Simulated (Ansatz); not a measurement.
A run of Ansatz 0.2.0:

The input input.yaml:

```yaml
crystal:
  lattice:
    - [3.1840155185, 0.0, 0.0]
    - [-1.5920077592, 2.757438325, 0.0]
    - [0.0, 0.0, 28.3873198]
  atoms:
    - { symbol: Mo, position: [0.3333333333, 0.6666666667, 0.22816477] }
    - { symbol: Mo, position: [0.3333333333, 0.6666666667, 0.77183523] }
    - { symbol: Mo, position: [0.6666666667, 0.3333333333, 0.0] }
    - { symbol: S, position: [0.6666666667, 0.3333333333, 0.17349309] }
    - { symbol: S, position: [0.6666666667, 0.3333333333, 0.71718751] }
    - { symbol: S, position: [0.3333333333, 0.6666666667, 0.94533412] }
    - { symbol: S, position: [0.6666666667, 0.3333333333, 0.28281249] }
    - { symbol: S, position: [0.6666666667, 0.3333333333, 0.82650691] }
    - { symbol: S, position: [0.3333333333, 0.6666666667, 0.05466588] }
kpoints:
  mp_grid: { grid: [10, 10, 1] }
scf:
  occupations: { method: fermi_dirac, width: 0.05 }
hamiltonian:
  xc: pbe
  pseudopotentials: { kind: all_electron, datasets: crystal }
output:
  forces: true
  stress: true
  eigenvalues: true
  efg: {}
```

Potentials or basis: all-electron PAW datasets made for the slab.

The run is started by

```bash
$ ansatz run input.yaml --threads 8 --pin off --max-ram 24576MiB --backend cpu --events-out ev --progress --plain --runs-dir out
```

Hardware: 8 threads of Intel(R) Xeon(R) Processor @ 2.50GHz (Skylake/Cascade Lake), with other jobs on the host.

Estimate the wall time of this run.

Wall time 45 s on 8 threads of Intel(R) Xeon(R) Processor @ 2.50GHz (Skylake/Cascade Lake), on a shared host, peak memory 2.5 GiB. Counts: scf iterations 13, plane waves 2991, k points 14, bands 43.
